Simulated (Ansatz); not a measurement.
SiNi3:

```
Ni Si
1.0
     3.54200    0.00000    0.00000
     0.00000    3.54200    0.00000
     0.00000    0.00000    3.54200
Ni Si
3 1
Direct
  0.50000 0.50000 0.00000
  0.50000 0.00000 0.50000
  0.00000 0.50000 0.50000
  0.00000 0.00000 0.00000
```

Alike in all runs: program Ansatz 0.2.0; functional PBEsol; potentials or basis Ansatz PAW; cutoff 420 eV (not typed: the program's choice for these potentials); k mesh 6 × 6 × 6; occupations fermi-dirac, width 0.05 eV.

Problem. Only the start or the spin constraint differs. Which run ends lowest in energy?
A. collinear spin, ferromagnetic start of up to 1 μB; fixed moment 3
B. collinear spin, ferromagnetic start of up to 0.73 μB; fixed moment 2.2
C. collinear spin, program default start; fixed moment 0
D. collinear spin, ferromagnetic start of up to 1.27 μB; fixed moment 3.8
E. collinear spin, ferromagnetic start of up to 0.5 μB; fixed moment 1.5
F. collinear spin, ferromagnetic start of up to 0.27 μB; fixed moment 0.8

Solution. C.

| start | free energy over the lowest (meV/atom) | net moment (μB) | site or absolute moments (μB) | gap |
| --- | --- | --- | --- | --- |
| collinear spin, ferromagnetic start of up to 1.5 μB; fixed moment 4.5 | 765.0 | 4.50 | Ni +1.25; Si +0.37 | - |
| collinear spin, ferromagnetic start of up to 0.73 μB; fixed moment 2.2 | 153.0 | 2.20 | Ni +0.71; Si +0.06 | - |
| collinear spin, ferromagnetic start of up to 1 μB; fixed moment 3 | 291.5 | 3.00 | Ni +0.91; Si +0.15 | - |
| collinear spin, ferromagnetic start of up to 2 μB; fixed moment 6 | 1559.3 | 6.00 | Ni +1.58; Si +0.55 | - |
| collinear spin, ferromagnetic start of up to 0.5 μB; fixed moment 1.5 | 71.1 | 1.50 | Ni +0.51; Si +0.02 | - |
| collinear spin, ferromagnetic start of up to 1.27 μB; fixed moment 3.8 | 506.0 | 3.80 | Ni +1.09; Si +0.27 | - |
| collinear spin, program default start; fixed moment 0 | 0.0 | 0.00 | - | - |
| collinear spin, ferromagnetic start of up to 0.27 μB; fixed moment 0.8 | 26.0 | 0.80 | Ni +0.28; Si -0.00 | - |

All polarised runs hold their moment fixed, so the table maps the energy against it. A still lower state may exist.

Caveats: the cell is far from rest, so the order of the states can change on relaxing; the total moment is fixed, so each spin has its own Fermi level.
